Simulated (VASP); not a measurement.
ZnGa2O4: relaxation of cell and atoms with r2SCAN

The system is ZnGa2O4.

```
CELL_PARAMETERS angstrom
0.00000 4.17109 4.17109
4.17109 0.00000 4.17109
4.17109 4.17109 0.00000
ATOMIC_POSITIONS crystal
Zn 0.50000 0.50000 0.50000
Zn 0.75000 0.75000 0.75000
Ga 0.12500 0.12500 0.62500
Ga 0.12500 0.62500 0.12500
Ga 0.62500 0.12500 0.12500
Ga 0.12500 0.12500 0.12500
O 0.88651 0.34048 0.88651
O 0.36349 0.36349 0.90952
O 0.36349 0.36349 0.36349
O 0.90952 0.36349 0.36349
O 0.88651 0.88651 0.88651
O 0.34048 0.88651 0.88651
O 0.36349 0.90952 0.36349
O 0.88651 0.88651 0.34048
```

The cell is a database's computed one.

```json
{
 "Program": "VASP 6.6.1",
 "Task": "relaxation of cell and atoms",
 "Functional": "r2SCAN",
 "Potentials or basis": "VASP PAW PBE potentials, release 64 (Zn, Ga_d, O)",
 "Cutoff": "600 eV",
 "k mesh": "6 × 6 × 6",
 "Occupations": "gaussian, width 0.03 eV",
 "Spin": "no spin polarisation",
 "Further INCAR settings": "ALGO = Normal; EDIFF = 1e-07; IBRION = 2; EDIFFG = -0.005; NSW = 90; ISIF = 3"
}
```

```yaml
Relaxed_volume: 10.38 Å³/atom
Relaxed_cell: a = 5.900 Å, b = 5.900 Å, c = 5.900 Å, α = 60.00°, β = 60.00°, γ = 60.00°
Space_group_after_relaxing_to_0.05_Å: Fd-3m (No. 227)
Energy_gained_by_relaxing: 0.0 meV/atom
Ionic_steps: 23
Pressure_after_relaxing: 0.0 GPa
Band_gap_on_the_k_mesh: 3.20 eV, indirect (least direct gap 3.37 eV)
```

Final structure:
```
Zn Ga O
1.0
     0.00000    4.17221    4.17221
     4.17221    0.00000    4.17221
     4.17221    4.17221    0.00000
Zn Ga O
2 4 8
Direct
  0.50000 0.50000 0.50000
  0.75000 0.75000 0.75000
  0.12500 0.12500 0.62500
  0.12500 0.62500 0.12500
  0.62500 0.12500 0.12500
  0.12500 0.12500 0.12500
  0.88653 0.34041 0.88653
  0.36347 0.36347 0.90959
  0.36347 0.36347 0.36347
  0.90959 0.36347 0.36347
  0.88653 0.88653 0.88653
  0.34041 0.88653 0.88653
  0.36347 0.90959 0.36347
  0.88653 0.88653 0.34041
```

Levels at points of the mesh, in eV from the valence-band top:
| k point | band 60 | band 61 | band 62 | band 63 | band 64 | band 65 |
| --- | --- | --- | --- | --- | --- | --- |
| (0.00, 0.00, 0.00) | -0.17 | -0.17 | -0.17 | 3.20 | 6.78 | 6.78 |
| (0.50, 0.00, 0.00) | -0.26 | -0.05 | -0.05 | 6.04 | 6.24 | 7.94 |
| (0.50, 0.50, 0.00) | -0.26 | -0.23 | -0.23 | 6.79 | 6.79 | 8.57 |

It took 22 min on 4 MPI ranks on Intel(R) Xeon(R) 6975P-C (Granite Rapids), on a shared host, peak memory 0.49 GiB a rank.

Caveat: the PAW data sets were made with another functional, which shifts forces and pressure a little. A k mesh can miss the band edges.
